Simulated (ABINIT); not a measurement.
Runs of ABINIT 10.8.3 (patched build) on PbSe (Clausthalite). Symmetry: Fm-3m, No. 225, cubic system. Conventional cell: a = 6.121 Å, b = 6.121 Å, c = 6.121 Å, α = 90.00°, β = 90.00°, γ = 90.00°. Pb (site symmetry m-3m) is surrounded by 6 Se at 3.06 Å. Around Se (site symmetry m-3m) lie 6 Pb at 3.06 Å. 

| level | potentials or basis | cutoff (eV) | fine-grid cutoff | V0 of scaled cells (Å³/atom) | B0 (GPa) |
| --- | --- | --- | --- | --- | --- |
| BP86 | JTH PAW PBE v2.0 sp | 408 | 816.342 eV | 30.19 | 49 |
| PBE | JTH PAW PBE v2.0 sp | 408 | 816.342 eV | 30.03 | 49 |
| LDA | JTH PAW LDA v2.0 | 463 | 925.187 eV | 27.54 | 58 |
| LDA-Teter | JTH PAW LDA v2.0 sp | 408 | 816.342 eV | (b) | 59 |
| PBEsol | JTH PAW PBE v2.0 sp | 408 | 816.342 eV | (a) | 55 |

Alike in all rows: task equation of state; no spin polarisation; cell as given; k mesh 8 × 8 × 8; smearing fermi-dirac 0.05 eV.

**Question.** Estimate the missing entries.

**Answer.** (a) 28.48; (b) 27.63.

Caveats: pressures at fixed basis lie under the slope of the energies; this set keeps more shells in the core, which shifts pressures and gaps (some runs); the PAW data sets were made with another functional, which shifts forces and pressure a little (some runs).

Not every run made on this cell is shown here.
